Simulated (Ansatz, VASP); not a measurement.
**Al in VASP and in Ansatz**

```
Al
1.0
     2.26964    1.31038    0.92771
    -2.26964    1.31038    0.92771
     0.00000   -2.62076    0.92771
Al
1
Direct
  0.50000 0.50000 0.50000
```

Alike in both runs: functional PBEsol; k mesh 9 × 9 × 9; occupations gaussian, width 0.1 eV; no spin polarisation.

Ansatz relaxed the structure, and its values are those at the end. VASP's run is a single point on that final structure, the one shown.

```csv
,VASP,Ansatz
version,VASP 6.6.1,Ansatz 0.2.0
potentials or method,"VASP PAW PBE potentials, release 64 (Al)","scalar-relativistic, plane waves, PAW"
plane-wave cutoff (eV),520,420
valence electrons in the cell,3,3
```

|  | VASP | Ansatz | Ansatz less VASP |
| --- | --- | --- | --- |
| gap on the k mesh at the Fermi level (eV) | none | none | - |
| pressure (GPa) | 0.2 | 0.1 | -0.06 |

A gap of «none» marks a metal or a gap that the smearing closes.

Caveats: the PAW data sets were made with another functional, which shifts forces and pressure a little (VASP).
